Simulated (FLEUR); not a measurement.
Crystal: C.

```xyz
2
Lattice="0.0000 1.7834 1.7834 1.7834 0.0000 1.7834 1.7834 1.7834 0.0000" Properties=species:S:1:pos:R:3 pbc="T T T"
C     2.6751    2.6751    2.6751
C     1.7834    1.7834    1.7834
```

This isn't the form of C at room conditions, which is graphite.

Base run:

* Program: FLEUR MaX-R8.1 (later development tree)
* Functional: LDA (Moruzzi-Janak-Williams)
* Potentials or basis: all-electron
* Basis: FLAPW
* Kmax: 5.19 1/bohr
* k mesh: 13 × 13 × 13
* Occupations: fermi-dirac, width 0.05 eV
* Spin: no spin polarisation

Its results: band gap on the k mesh 4.10 eV, indirect (least direct gap 5.54 eV).

Question: The run is repeated on the same cell with these changes: program from FLEUR MaX-R8.1 (later development tree) to FLEUR MaX-R8.1 (patched build s14); functional from LDA (Moruzzi-Janak-Williams) to RPBE. What comes out?

Answer: Band gap on the k mesh 4.27 eV, indirect (least direct gap 5.70 eV).

The runs were made with more than one version of the program.
